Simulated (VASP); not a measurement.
# MgO (Fm-3m) in VASP: notebook

One crystal, MgO, is run at these levels: PBEsol, LDA, PBE; tasks: relaxation of cell and atoms.

Everything below comes from runs of VASP 6.6.1. Logs are shortened: lines on timing, memory, paths and dates and some standing lists are left out, and cuts for length are marked.

## Step 1: The crystal as given

Symmetry: Fm-3m, No. 225, cubic system. The conventional cell has a = 4.249 Å, b = 4.249 Å, c = 4.249 Å, α = 90.00°, β = 90.00°, γ = 90.00°. Mg (site symmetry m-3m) has 6 O at 2.12 Å as nearest neighbours. O (site symmetry m-3m) is surrounded by 6 Mg at 2.12 Å.

## Step 2: Relaxation of cell and atoms, PBEsol

INCAR

```
SYSTEM = MgO
  ALGO = Normal
  EDIFF = 1E-7
  EDIFFG = -0.005
  ENCUT = 600
  GGA = PS
  IBRION = 2
  ISIF = 3
  ISMEAR = 0
  LASPH = .TRUE.
  LCHARG = .FALSE.
  LREAL = .FALSE.
  LWAVE = .FALSE.
  NELM = 60
  NSW = 90
  PREC = Accurate
  SIGMA = 0.02
```

KPOINTS

```
k-points
0
G
  10 10 10
  0 0 0
```

POSCAR

```
MgO
1.0
    0.0000000000      2.1245000000      2.1245000000
    2.1245000000      0.0000000000      2.1245000000
    2.1245000000      2.1245000000      0.0000000000
Mg O
1 1
Direct
    0.0000000000      0.0000000000      0.0000000000
    0.5000000000      0.5000000000      0.5000000000
```

Potentials or basis: VASP PAW PBE potentials, release 64 (Mg, O).

Started as:

```
> cat potpaw_PBE.64/Mg/POTCAR potpaw_PBE.64/O/POTCAR > POTCAR
> mpirun -np 1 vasp_std > vasp.out
```

OUTCAR:

```text
SYSTEM = MgO
   EDIFF = 1E-7
   EDIFFG = -0.005
   ENCUT = 600
   GGA = PS
   IBRION = 2
   ISIF = 3
   ISMEAR = 0
   LASPH = .TRUE.
   LREAL = .FALSE.
   NELM = 60
   NSW = 90
   PREC = Accurate

 ion  position               nearest neighbor table
   1  0.000  0.000  0.000-   2 2.12   2 2.12   2 2.12   2 2.12   2 2.12   2 2.12
   2  0.500  0.500  0.500-   1 2.12   1 2.12   1 2.12   1 2.12   1 2.12   1 2.12

  LATTYP: Found a face centered cubic cell.
 ALAT       =     4.2490000000

  Lattice vectors:

 A1 = (   0.0000000000,   2.1245000000,   2.1245000000)
 A2 = (   2.1245000000,   0.0000000000,   2.1245000000)
 A3 = (   2.1245000000,   2.1245000000,   0.0000000000)

Analysis of symmetry for initial positions (statically):
=====================================================================
 Subroutine PRICEL returns:
 Original cell was already a primitive cell.

 Routine SETGRP: Setting up the symmetry group for a
 face centered cubic supercell.

 Subroutine GETGRP returns: Found 48 space group operations
 (whereof 48 operations were pure point group operations)
 out of a pool of 48 trial point group operations.

The static configuration has the point symmetry O_h .

Analysis of symmetry for dynamics (positions and initial velocities):
=====================================================================
 Subroutine PRICEL returns:
 Original cell was already a primitive cell.

 Routine SETGRP: Setting up the symmetry group for a
 face centered cubic supercell.

 Subroutine GETGRP returns: Found 48 space group operations
 (whereof 48 operations were pure point group operations)
 out of a pool of 48 trial point group operations.

The dynamic configuration has the point symmetry O_h .

 Subroutine INISYM returns: Found 48 space group operations
 (whereof 48 operations are pure point group operations),
 and found     1 'primitive' translations

----------------------------------------------------------------------------------------

                                     Primitive cell

  volume of cell :      19.1779

  direct lattice vectors                    reciprocal lattice vectors
     0.000000000  2.124500000  2.124500000    -0.235349494  0.235349494  0.235349494
     2.124500000  0.000000000  2.124500000     0.235349494 -0.235349494  0.235349494
     2.124500000  2.124500000  0.000000000     0.235349494  0.235349494 -0.235349494

  length of vectors
     3.004496713  3.004496713  3.004496713     0.407637281  0.407637281  0.407637281

  position of ions in fractional coordinates (direct lattice)
     0.000000000  0.000000000  0.000000000
     0.500000000  0.500000000  0.500000000

  ion indices of the primitive-cell ions
   primitive index   ion index
                 1           1
                 2           2

----------------------------------------------------------------------------------------

 KPOINTS: k-points

Automatic generation of k-mesh.
 Grid dimensions read from file:
 generate k-points for:   10   10   10

 Generating k-lattice:

  Cartesian coordinates                     Fractional coordinates (reciprocal lattice)
    -0.023534949  0.023534949  0.023534949     0.100000000  0.000000000  0.000000000
     0.023534949 -0.023534949  0.023534949     0.000000000  0.100000000  0.000000000
     0.023534949  0.023534949 -0.023534949     0.000000000  0.000000000  0.100000000

  Length of vectors
     0.040763728  0.040763728  0.040763728

  Shift w.r.t. Gamma in fractional coordinates (k-lattice)
     0.000000000  0.000000000  0.000000000

 Subroutine IBZKPT returns following result:
 ===========================================

 Found     47 irreducible k-points:

 Following reciprocal coordinates:
            Coordinates               Weight
  0.000000  0.000000  0.000000      1.000000
  0.100000  0.000000  0.000000      8.000000
  0.200000  0.000000  0.000000      8.000000
  0.300000  0.000000  0.000000      8.000000
  0.400000  0.000000  0.000000      8.000000
  0.500000  0.000000  0.000000      4.000000
[... 16 lines left out ...]
  0.300000  0.300000  0.000000      6.000000
  0.400000  0.300000  0.000000     24.000000
 [... further k-points ...]
   k-points           NKPTS =     47   k-points in BZ     NKDIM =     47   number of bands    NBANDS=      8
   number of dos      NEDOS =    301   number of ions     NIONS =      2
   total plane-waves  NPLWV =  13824
   dimension x,y,z NGX =    24 NGY =   24 NGZ =   24
   dimension x,y,z NGXF=    48 NGYF=   48 NGZF=   48
   ions per type =               1   1
   NGX,Y,Z   is equivalent  to a cutoff of  13.28, 13.28, 13.28 a.u.
   NGXF,Y,Z  is equivalent  to a cutoff of  26.56, 26.56, 26.56 a.u.
 SYSTEM =  MgO
   PREC   = accura    normal or accurate (medium, high low for compatibility)
   ISTART =      0    job   : 0-new  1-cont  2-samecut
   ICHARG =      2    charge: 1-file 2-atom 10-const
   ISPIN  =      1    spin polarized calculation?
   LNONCOLLINEAR =      F non collinear calculations
   LSORBIT =      F    spin-orbit coupling
   LASPH  =      T    aspherical Exc in radial PAW
   ENCUT  =  600.0 eV  44.10 Ry    6.64 a.u.   6.00  6.00  6.00*2*pi/ulx,y,z
   NELM   =     60;   NELMIN=  2; NELMDL= -5     # of ELM steps
   EDIFF  = 0.1E-06   stopping-criterion for ELM
   LREAL  =      F    real-space projection
   EDIFFG = -.5E-02   stopping-criterion for IOM
   NSW    =     90    number of steps for IOM
   IBRION =      2    ionic relax: 0-MD 1-quasi-New 2-CG
   NFREE  =      1    steps in history (QN), initial steepest desc. (CG)
   ISIF   =      3    stress and relaxation
   ISYM   =      2    0-nonsym 1-usesym 2-fastsym
   POTIM  = 0.5000    time-step for ionic-motion
   TEBEG  =    0.0;   TEEND  =   0.0 temperature during run
   PSTRESS=    0.0 pullay stress
   NELECT =       8.0000    total number of electrons
   NUPDOWN=      -1.0000    fix difference up-down
   EMIN   =  10.00;   EMAX   =-10.00  energy-range for DOS
   EFERMI =   0.00;   METHOD = LEGACY
   ISMEAR =     0;   SIGMA  =   0.02  broadening in eV -4-tet -1-fermi 0-gaus
   EFERMI_NEDOS =   21; number of points for ismear=-14 and -15
   IALGO  =     38    algorithm
   IMIX   =      4    mixing-type and parameters
     AMIX     =   0.40;   BMIX     =  1.00
     AMIX_MAG =   1.60;   BMIX_MAG =  1.00
  volume/ion in A,a.u.               =       9.59        64.71
  Fermi-wavevector in a.u.,A,eV,Ry     =   1.223221  2.311552 20.357968  1.496268
  Thomas-Fermi vector in A             =   2.358339
   LORBIT       =      0    0 simple, 1 ext, 2 COOP (PROOUT), +10 PAW based schemes
   GGA     = PS    functional components
   LHFCALC =     F    Hartree Fock is set to
   AEXX    =    0.0000 exact exchange contribution
   IVDW    =     0    specifies the selected vdW correction
   LEPSILON=     F    determine dielectric tensor
   LRPA    =     F    only Hartree local field effects (RPA)
 conjugate gradient relaxation of ions
 non-spin polarized calculation
 Gauss-broadening in eV      SIGMA  =   0.02
  energy-cutoff  :      600.00
  volume of cell :       19.18
 maximum number of plane-waves:       656
   NGX = 13   NGY = 13   NGZ = 13

--------------------------------------- Ionic step        1  -------------------------------------------

 number of electron       8.0000004 magnetization

 Free energy of the ion-electron system (eV)
  ---------------------------------------------------
  ext. energy  EPLUGINS =         0.00000000
  ---------------------------------------------------
  free energy    TOTEN  =       -12.50877155 eV

  energy without entropy =      -12.50877155  energy(sigma->0) =      -12.50877155

------------------------ aborting loop because EDIFF is reached ----------------------------------------

  FORCE on cell =-STRESS in cart. coord.  units (eV):
  Direction    XX          YY          ZZ          XY          YZ          ZX
  --------------------------------------------------------------------------------------
  -------------------------------------------------------------------------------------
  Total       -0.5306487     -0.5306487     -0.5306487      0.0000000      0.0000000      0.0000000
  in kB      -44.3320150    -44.3320150    -44.3320150      0.0000000      0.0000000      0.0000000
  external PRESSURE =     -44.3320150 kB  Pullay stress =       0.0000000 kB
[... 57 lines left out ...]
  energy  without entropy=      -12.5158321525  energy(sigma->0) =      -12.51583215

--------------------------------------- Ionic step        3  -------------------------------------------

 number of electron       8.0000004 magnetization

 Free energy of the ion-electron system (eV)
  ---------------------------------------------------
  ext. energy  EPLUGINS =         0.00000000
  ---------------------------------------------------
  free energy    TOTEN  =       -12.51664443 eV

  energy without entropy =      -12.51664443  energy(sigma->0) =      -12.51664443

 E-fermi :   3.2780     XC(G=0): -11.3253

 val. band max:        3.0887486383   @ k =   0.0000   0.0000   0.0000
 cond. band min:       7.7556489558   @ k =   0.0000   0.0000   0.0000
 fundamental gap:      4.6669003175
 Fermi energy:         3.2780085310

 k-point     1 :       0.0000    0.0000    0.0000
  band No.  band energies     occupation
      1     -14.1324      2.00000
      2       3.0887      2.00000
      3       3.0887      2.00000
      4       3.0887      2.00000
      5       7.7556      0.00000
      6      18.7412      0.00000
      7      18.7412      0.00000
      8      18.7412      0.00000
[... 243 lines left out ...]
 k-point    24 :       0.4000    0.3000    0.0000
  band No.  band energies     occupation
      1     -12.8594      2.00000
      2      -0.5483      2.00000
      3       1.7612      2.00000
      4       1.9858      2.00000
      5      12.5847      0.00000
      6      13.1094      0.00000
      7      16.6034      0.00000
      8      21.1759      0.00000

 [... further k-points ...]

------------------------ aborting loop because EDIFF is reached ----------------------------------------

  FORCE on cell =-STRESS in cart. coord.  units (eV):
  Direction    XX          YY          ZZ          XY          YZ          ZX
  --------------------------------------------------------------------------------------
  -------------------------------------------------------------------------------------
  Total        0.0006802      0.0006802      0.0006802      0.0000000      0.0000000     -0.0000000
  in kB        0.0585223      0.0585223      0.0585223      0.0000000      0.0000000     -0.0000000
  external PRESSURE =       0.0585223 kB  Pullay stress =       0.0000000 kB
[... 17 lines left out ...]
  FREE ENERGIE OF THE ION-ELECTRON SYSTEM (eV)
  ---------------------------------------------------
  free  energy   TOTEN  =       -12.5166444268 eV

  energy  without entropy=      -12.5166444268  energy(sigma->0) =      -12.51664443

 reached required accuracy - stopping structural energy minimisation
```

Wall time 16 s (1 thread of AMD EPYC 7R43 (Zen 3), shared host); peak memory 0.12 GiB.

Results:

- Free energy: -12.5166 eV
- Relaxed volume: 9.31 Å³/atom
- Relaxed cell: a = 2.975 Å, b = 2.975 Å, c = 2.975 Å, α = 60.00°, β = 60.00°, γ = 60.00°
- Space group after relaxing (to 0.05 Å): Fm-3m (No. 225)
- Energy gained by relaxing: 3.9 meV/atom
- Ionic steps: 3
- Pressure after relaxing: 0.0 GPa
- Band gap on the k mesh: 4.67 eV, direct

Step by step:
| step | energy change (eV) | largest force (eV/Å) | pressure (GPa) | volume (Å³) |
| --- | --- | --- | --- | --- |
| 1 | 0.0000 | 0.0000 | -4.43 | 19.18 |
| 2 | -0.0071 | 0.0000 | 1.53 | 18.45 |
| 3 | -0.0079 | 0.0000 | 0.01 | 18.62 |

Final structure:
```
CELL_PARAMETERS angstrom
0.00000 2.10380 2.10380
2.10380 0.00000 2.10380
2.10380 2.10380 0.00000
ATOMIC_POSITIONS crystal
Mg 0.00000 0.00000 0.00000
O 0.50000 0.50000 0.50000
```

Caveat: the PAW data sets were made with another functional, which shifts forces and pressure a little.

(Part 1 of 2 ends here.)
